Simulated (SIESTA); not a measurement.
Crystal: CO2.

```
O C
1.0
    -1.97473    1.97473    3.01406
     1.97473   -1.97473    3.01406
     1.97473    1.97473   -3.01406
O C
4 2
Direct
  0.87500 0.95980 0.58480
  0.37500 0.29020 0.41520
  0.04020 0.62500 0.91520
  0.70980 0.12500 0.08480
  0.00000 0.00000 0.00000
  0.75000 0.25000 0.50000
```

The cell comes from a database or a generator and needn't be the stable form of this composition.

Base run:

| Item | Value |
| --- | --- |
| Program | SIESTA 5.4.2 |
| Functional | BLYP |
| Potentials or basis | PseudoDojo 0.4 standard (PBE files) |
| Basis | DZP (energy shift 0.003 Ry) |
| Grid cutoff | 800 Ry |
| Energy shift | 0.003 Ry |
| k mesh | 9 × 9 × 9 |
| Occupations | fermi-dirac, width 0.05 eV |
| Spin | no spin polarisation |

Its results: band gap on the k mesh 7.70 eV, indirect (least direct gap 8.10 eV); pressure 10.9 GPa; largest force 0.812 eV/Å.

The run is repeated on the same cell with these changes: functional from BLYP to AM05; potentials or basis from PseudoDojo 0.4 standard (PBE files) to PseudoDojo 0.4 standard (PBEsol files). What comes out?

Band gap on the k mesh 7.52 eV, indirect (least direct gap 7.96 eV); pressure -2.5 GPa; largest force 0.187 eV/Å.

Caveats: the potentials were made for another functional, which shifts forces and pressure; the basis of atomic orbitals isn't converged, which shifts pressures, moduli and gaps.
